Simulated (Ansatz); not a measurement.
Sn:

```
Sn
1.0
    -1.72654    1.77555    2.33834
     1.72654   -1.77555    2.33834
     1.72654    1.77555   -2.33834
Sn
1
Direct
  0.00000 0.00000 0.00000
```

This isn't the form of Sn at room conditions, which is tetragonal (white tin).

```yaml
Program: Ansatz 0.2.0
Task: relaxation of cell and atoms
Functional: PBEsol
Potentials_or_basis: all-electron LAPW, scalar-relativistic
Basis_error_allowed: 0.001 eV/atom
k_mesh: 11 × 11 × 11
Occupations: fermi-dirac, width 0.05 eV
Spin: no spin polarisation
```

At the start: volume 28.67 Å³/atom.

Question: Where does the relaxation end?

Answer: Over 6 steps the energy falls by 28.2 meV/atom and the volume is 26.57 Å³/atom (-7.3 %); space group I4/mmm (No. 139, to 0.05 Å).

The path:
```
step  energy change (eV)  largest force (eV/Å)  volume (Å³)
   1              0.0000                0.0000        28.67
   2             -0.0275                0.0000        26.43
   3             -0.0281                0.0000        26.55
   4             -0.0282                0.0000        26.57
   5             -0.0282                0.0000        26.57
   6             -0.0282                0.0000        26.57
```

Final structure:
```
Sn
1.0
    -1.69767    1.69759    2.30461
     1.69767   -1.69759    2.30461
     1.69767    1.69759   -2.30461
Sn
1
Direct
  0.00000 0.00000 0.00000
```
